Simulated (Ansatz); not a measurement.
**Bands of CsBr**

```
CELL_PARAMETERS angstrom
4.32562 0.00000 0.00000
0.00000 4.32562 0.00000
0.00000 0.00000 4.32562
ATOMIC_POSITIONS crystal
Cs 0.00000 0.00000 0.00000
Br 0.50000 0.50000 0.50000
```

Atoms are numbered in the order listed.

The cell is the one relaxed in the Materials Project (mp-22906), not relaxed further here; entries there can be hypothetical.

Spin–orbit coupling is left out, though it moves levels of the heavy atoms by tenths of an eV or more.

Computed with DFT, PBE, all-electron LAPW, scalar-relativistic (Ansatz 0.2.0).

The runs use a Γ-centred 6×6×6 k mesh, Fermi–Dirac smearing of 0.02 eV, basis error target 0.25 meV/atom, no spin polarisation.

Points in fractions of the reciprocal vectors of this cell: Γ (0, 0, 0), X (0, 0.5, 0), M (0.5, 0.5, 0), R (0.5, 0.5, 0.5). The path joins them by straight lines in the order Γ–X–M–Γ–R–X–R–M; legs that retrace an earlier one aren't tabulated. Energies are in eV from the top of the valence band.

Problem. Is there a gap?

Solution. 4.42 eV.

Problem. List the levels between -8 and 6 eV at the symmetry points.

Solution. 
Γ: -6.41 (×3), -0.01 (×3), 4.42, 4.95 (×2)
X: -6.77, -6.31 (×2), -1.27, -0.19 (×2), 5.93
M: -6.95 (×2), -6.25, -0.57 (×2), 0.00, 5.26, 5.49
R: -6.78 (×3), -1.11 (×3)

Kohn–Sham gaps of semilocal functionals usually fall short of measured ones.
